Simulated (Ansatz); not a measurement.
A plane-wave DFT run in Ansatz 0.2.0 (scalar-relativistic PAW potentials unless the input names others): input and command.

```yaml
crystal:
  lattice:
    - [-1.6296415484, 1.605378895, 1.6175102217]
    - [1.6296415484, -1.605378895, 1.6175102217]
    - [1.6296415484, 1.605378895, -1.6175102217]
  atoms:
    - { symbol: Al, position: [0.0, 0.0, 0.0] }
basis:
  ecutwfc: 420
kpoints:
  mp_grid: { grid: [26, 26, 26] }
hamiltonian:
  xc: pbe
scf:
  occupations: { method: gaussian, width: 0.15 }
  max_iter: 50
output:
  forces: true
  eigenvalues: true
  stress: true
accuracy: 2.5
```

```bash
ansatz run input.yaml --threads 1 --pin off --max-ram 2560MiB --backend cpu --events-out ev --progress --plain --runs-dir out
```

What is wrong with this input?

The program refuses it, because of a value of the wrong type (accuracy: not typed → 2.5). Without that key it is accepted.

Abridged log:
```
Error: YAML parse error: error: line 21 column 1: unknown variant `2.5`, expected one of low, medium, high
  --> <input>:21:1
   |
19 |   eigenvalues: true
20 |   stress: true
21 | accuracy: 2.5
   | ^ unknown variant `2.5`, expected one of low, medium, high
```